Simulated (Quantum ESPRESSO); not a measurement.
Na:

```
Na
1.0
    -1.88829    1.88829    2.63728
    -1.88829   -1.88829    2.63728
     3.77658    0.00000    5.27455
Na
2
Cartesian
  -3.5339 0.1456 5.1144
  -0.2427 -0.1456 5.4347
```

| Item | Value |
| --- | --- |
| Program | Quantum ESPRESSO 7.5 |
| Task | relaxation of the atoms |
| Functional | BLYP |
| Dispersion | D3 |
| Potentials or basis | JTH 2.0 LDA |
| Cutoff | 490 eV |
| Density cutoff | 2939 eV |
| k mesh | 7 × 7 × 4 |
| Occupations | cold, width 0.1 eV |
| Spin | no spin polarisation |

At the start: volume 37.61 Å³/atom.

**Question.** Where does the relaxation end?

**Answer.** Over 24 steps the energy falls by 11.1 meV/atom; space group P-1 (No. 2, to 0.05 Å).

Step by step:
```csv
step,energy change (eV),largest force (eV/Å)
1,0.0000,0.1502
2,-0.0009,0.1428
3,-0.0019,0.1401
4,-0.0033,0.1325
5,-0.0053,0.1211
6,-0.0079,0.1075
7,-0.0113,0.0852
8,-0.0149,0.0549
9,-0.0171,0.0204
10,-0.0171,0.0208
11,-0.0172,0.0212
12,-0.0172,0.0218
13,-0.0173,0.0227
14,-0.0175,0.0238
15,-0.0177,0.0253
16,-0.0180,0.0275
17,-0.0185,0.0305
18,-0.0192,0.0339
19,-0.0200,0.0370
20,-0.0207,0.0366
21,-0.0214,0.0301
22,-0.0219,0.0203
23,-0.0222,0.0075
24,-0.0223,0.0014
```

Final structure:
```cif
data_structure
_symmetry_space_group_name_H-M 'P 1'
_symmetry_Int_Tables_number 1
_cell_length_a 3.7532
_cell_length_b 3.7532
_cell_length_c 6.4872
_cell_angle_alpha 73.833
_cell_angle_beta 73.833
_cell_angle_gamma 60.413
_cell_volume 75.23
loop_
_atom_site_label
_atom_site_type_symbol
_atom_site_fract_x
_atom_site_fract_y
_atom_site_fract_z
_atom_site_occupancy
Na1 Na 0.98512 0.99956 0.00000 1
Na2 Na 0.51488 0.50044 0.50000 1
```

Caveat: the potentials were made for another functional, which shifts forces and pressure; the cutoff is low for these files, which shifts pressure and relaxed volume; pairwise dispersion overbinds metals, which lowers pressure and volume.
